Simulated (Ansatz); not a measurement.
A plane-wave DFT run in Ansatz 0.2.0 (scalar-relativistic PAW potentials unless the input names others): input and command.

```yaml
crystal:
  lattice:
    - [4.9968858365, 0.0, 0.0]
    - [-2.4984429182, 4.3274300742, 0.0]
    - [0.0, 0.0, 2.9035873944]
  atoms:
    - { symbol: Ta, position: [0.0, 0.0, 0.0] }
    - { symbol: Ta, position: [0.3333333333, 0.6666666667, 0.5] }
    - { symbol: Ta, position: [0.6666666667, 0.3333333333, 0.5] }
    - { symbol: "N", position: [0.5, 0.0, 0.0] }
    - { symbol: "N", position: [0.5, 0.5, 0.0] }
    - { symbol: "N", position: [0.0, 0.5, 0.0] }
basis:
  ecutwfc: 420
kpoints:
  mp_grid: { grid: [12, 12, 16] }
hamiltonian:
  xc: pbesol
scf:
  occupations: { method: gaussian, width: 0.15 }
  max_iter: 1
output:
  forces: true
  eigenvalues: true
  stress: true
```

```bash
ansatz run input.yaml --threads 2 --pin off --max-ram 5120MiB --backend cpu --events-out ev --progress --plain --runs-dir out
```

Abridged log:
```
Basis set: ecut = 420 eV, 1263 PW (Γ), exchange–correlation on 72×72×40 points (8 copies of the dense FFT grid, shifted against one another)
Bands: 33, of which v1, the nominal top of the filled ones, is band 27 counted from 1 (26 counted from 0)
Symmetry: 24 space group operations
k-points: 171 of 2304
SCF iter   1: F=—  HF=-30559.839217 eV  |F-HF|=—  |Δ(HF+E_count)|=         —  Δρ=1.34e-2  dr2=1.92e-1  ethr=1.77e-3  ⟨swp⟩=4.9  Hψ=51878  notcnv=0
```

Q: Find the fault.

A: The fault is too few SCF iterations (scf.max_iter: not typed → 1, the first being the value of the sound run). Setting it back cures it. The log, from which this was withheld above, says: «Error: did not converge after 1 iterations: dr2 = 1.92e-1 (threshold 1.00e-7), under the density mixer `msr1`, which `scf.mixing.algorithm: auto` chose by the deck's other keys (type `scf.mixing.algorithm: msr1` to keep it); raise `scf.max_iter`, which need not help a stalled SCF, or adjust the mixing (`scf.mixing`) or, under a smearing, its width (`scf.occupations.width` …» The run stopped without converging. A reference run from the same start on usual settings converged with pressure 27.20 GPa, largest force 0.000 eV/Å, no gap on the mesh.

Time: 7.2 s on 2 threads of Intel(R) Xeon(R) Processor @ 2.50GHz (Skylake/Cascade Lake), with other jobs on the host, peak memory 0.51 GiB.